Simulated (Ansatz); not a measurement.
Reaction (ligand exchange at the Si–C bond): `C[SiH2]C[SiH2]F` + `CC(=O)O` → `C[SiH2]OC(C)=O` + `C[SiH2]F`

Calculated with Ansatz (gas phase, PBE0-D4/def2-TZVP geometries, no zero-point term in ΔE). CCSD(T)/CBS is the MP2 limit (def2-TZVPP, def2-QZVPP) plus CCSD(T) − MP2 in def2-TZVPP, frozen cores. Functionals use def2-TZVPP. B3LYP here is the variant with VWN-RPA as its local correlation; programs differ in this. One conformer a species, not always the lowest.

CCSD(T)/CBS gives -0.85 eV.

Another level gave -0.86 eV. Which?
A. HF/def2-TZVPP
B. PBE0-D4/def2-TZVPP
C. B3LYP/def2-TZVPP
D. B3LYP-D4/def2-TZVPP

D. B3LYP-D4 -0.86, PBE0-D4 -0.75, B3LYP -0.90, HF/def2-TZVPP -1.03 eV.

Largest T1 diagnostic among the species: 0.015.

The D4 term adds +0.05 eV with B3LYP and +0.03 eV with PBE0; it sums over pairs of atoms, weighted by their polarisabilities, and B3LYP, whose exchange is more repulsive, gets the larger term. In def2-TZVPP, CCSD(T) changes the Hartree–Fock value by +0.17 eV (the triples alone add +0.02 eV) and MP2 by +0.17 eV.

CCSD(T)/CBS has its own doubt, a few kJ/mol and more with outer-core shells, so smaller differences from it don't rank the levels.
